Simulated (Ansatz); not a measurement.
A (100) slab of AlRu (Pm-3m (No. 221)), 8 planes, outer planes Al (top) and Ru (bottom), with 8 atoms (Al4Ru4) in a surface cell of A = 8.896 Å², as cut from the bulk:

```xyz
8
Lattice="2.9826 0.0000 0.0000 0.0000 2.9826 0.0000 0.0000 0.0000 25.4392" Properties=species:S:1:pos:R:3 pbc="T T T"
Ru    1.4913    1.4913    7.5000
Al    0.0000    0.0000    8.9913
Ru    1.4913    1.4913   10.4826
Al    0.0000    0.0000   11.9739
Ru    1.4913    1.4913   13.4652
Al    0.0000    0.0000   14.9566
Ru    1.4913    1.4913   16.4479
Al    0.0000    0.0000   17.9392
```

Theory: Ansatz, DFT r2SCAN, scalar-relativistic, plane waves, PAW. Plane waves to 500 eV, a k mesh through Γ of 12×12×1 on the computed 8-atom cell and Gaussian smearing (0.10 eV); no spin polarisation. The cell repeats along c with a dipole correction in the vacuum.

Against the same 8 atoms in the bulk, the slab as cut lies 3.439 eV higher and the relaxed slab 3.142 eV higher.

Question: Work out the surface energy before and after relaxation.

Answer: The slab has two faces, so γ = (E_slab − N·E_bulk)/(2A), the mean of both. As cut: 3.439/(2 × 8.896) = 0.1933 eV/Å², and 1 eV/Å² = 16.02 J/m², so γ = 3.10 J/m². Relaxed: 3.142/(2 × 8.896) = 0.1766 eV/Å² = 2.83 J/m². Relaxation recovers 9 % of the cost of cutting.

Question: What is the ideal work of this cut, per area?

Answer: Griffith's ideal work is 2γ: 6.19 J/m² if the new faces stay rigid, 5.66 J/m² if they relax. One thickness was run, 8 planes, so γ can still shift with it.